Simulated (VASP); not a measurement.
From an Ansatz input to VASP: CaSe (zincblende)

Ansatz input

```yaml
crystal:
  lattice:
    - [0.0, 3.27956137, 3.27956137]
    - [3.27956137, 0.0, 3.27956137]
    - [3.27956137, 3.27956137, 0.0]
  atoms:
    - { symbol: Ca, position: [0.0, 0.0, 0.0] }
    - { symbol: Se, position: [0.25, 0.25, 0.25] }
kpoints:
  mp_grid: { grid: [4, 4, 4] }
hamiltonian:
  xc: pbe
scf:
  occupations: { method: fixed }
gw:
  n_empty_bands: 210
  ecut_chi: 120
  qp_bands: [v2, c2]
  qp_kpoints: band_edges
  screening: { model: contour_deformation }
```

Task: Translate this input to VASP.

Result: 

INCAR, step 1 (ground state)

```
LCHARG = .FALSE.
SIGMA = 0.01
ISMEAR = 0
LWAVE = .TRUE.
LREAL = .FALSE.
GGA = PE
PREC = Accurate
NELM = 120
EDIFF = 1E-7
ENCUT = 400
LASPH = .TRUE.
```

INCAR, step 2 (empty bands)

```
LWAVE = .TRUE.
GGA = PE
ISMEAR = 0
NBANDS = 218
SIGMA = 0.01
LREAL = .FALSE.
ENCUT = 400
ALGO = Exact
NELM = 1
LOPTICS = .TRUE.
EDIFF = 1E-7
PREC = Accurate
ISTART = 1
LCHARG = .FALSE.
LASPH = .TRUE.
```

INCAR, step 3 (GW)

```
EDIFF = 1E-7
ENCUTGW = 120
NOMEGA = 64
SIGMA = 0.01
LCHARG = .FALSE.
ALGO = EVGW0
NELMGW = 1
GGA = PE
NBANDSGW = 16
NBANDS = 218
LASPH = .TRUE.
PRECFOCK = Fast
LWAVE = .FALSE.
ENCUTGWSOFT = 120
ISMEAR = 0
NELM = 120
ISTART = 1
ENCUT = 400
PREC = Accurate
LREAL = .FALSE.
```

KPOINTS

```
KPOINTS created by Atomic Simulation Environment
0
Gamma
4 4 4
0 0 0
```

POSCAR

```
Ca Se
 1.0000000000000000
     0.0000000000000000    3.2795613700259110    3.2795613700259110
     3.2795613700259110    0.0000000000000000    3.2795613700259110
     3.2795613700259110    3.2795613700259110    0.0000000000000000
 Ca  Se
   1   1
Cartesian
  0.0000000000000000  0.0000000000000000  0.0000000000000000
  1.6397806850129553  1.6397806850129553  1.6397806850129553
```

VASP ran with the GW set of PAW datasets (16 valence electrons in the cell). Other inputs would serve too.

|  | Ansatz | VASP |
| --- | --- | --- |
| PBE gap on the mesh | 3.20 eV | 3.20 eV |
| G₀W₀ gap on the mesh | 4.55 eV | 4.58 eV |

The two codes use different PAW datasets and cutoffs. VASP's cell holds 16 valence electrons and Ansatz's 26. Both sum 210 empty bands with a screening cutoff of 120 eV, short of the basis and mesh limit, and the G₀W₀ gap is that of the linearised levels of the first step.
